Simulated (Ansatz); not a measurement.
## Phases of HfN at 110 GPa

Structure types of HfN are relaxed in primitive cells with their symmetry kept at 110 GPa, on PAW files; LAPW relaxes the small cells further and takes the PAW cell for the others (marked *). The enthalpy is E + pV at zero temperature, without zero-point motion. Only the types listed were tried, and differences under about 5 meV/atom are mesh noise. The real phase may be another.

Computed with Ansatz 0.2.0; functional PBE, scalar-relativistic. Settings: Fermi–Dirac smearing of 0.05 eV, no spin polarisation. Methods: LAPW: all electrons, basis error target 0.5 meV/atom; PAW: frozen-core files, cutoff 420 eV.

k meshes: rocksalt 17×17×17, CsCl 14×14×14, WC 16×16×14, NiAs 10×10×6, zincblende 15×15×15.

Spin–orbit coupling is left out, which matters for the heavy atoms.

```tsv
start type	ends as	a, b, c (Å)	V (Å³/atom)	H − H(lowest), LAPW (meV/atom)
rocksalt	rocksalt, Fm-3m	4.188, 4.188, 4.188	9.18	0.0
CsCl	CsCl, Pm-3m	2.585, 2.585, 2.585	8.64	616.7
WC	WC, P-6m2	2.808, 2.808, 2.706	9.24	?
NiAs*	NiAs, P6_3/mmc	2.855, 2.855, 5.316	9.38	?
zincblende	zincblende, F-43m	4.431, 4.431, 4.431	10.88	1748.7
```

Problem. Give the missing entry: row "NiAs*", column "H − H(lowest), LAPW (meV/atom)".

Solution. 555.0.

Problem. Fill in "H − H(lowest), LAPW (meV/atom)" for the row "WC".

Solution. 492.1.

Problem. Split the lead of rocksalt over WC into energy and pV.

Solution. For WC less rocksalt: ΔE = +453.9 meV/atom, and p·ΔV = 110 GPa × +0.0556 Å³ × 6.242 meV/(GPa·Å³) = +38.2 meV/atom, together 492.1 meV/atom. rocksalt wins on both counts.
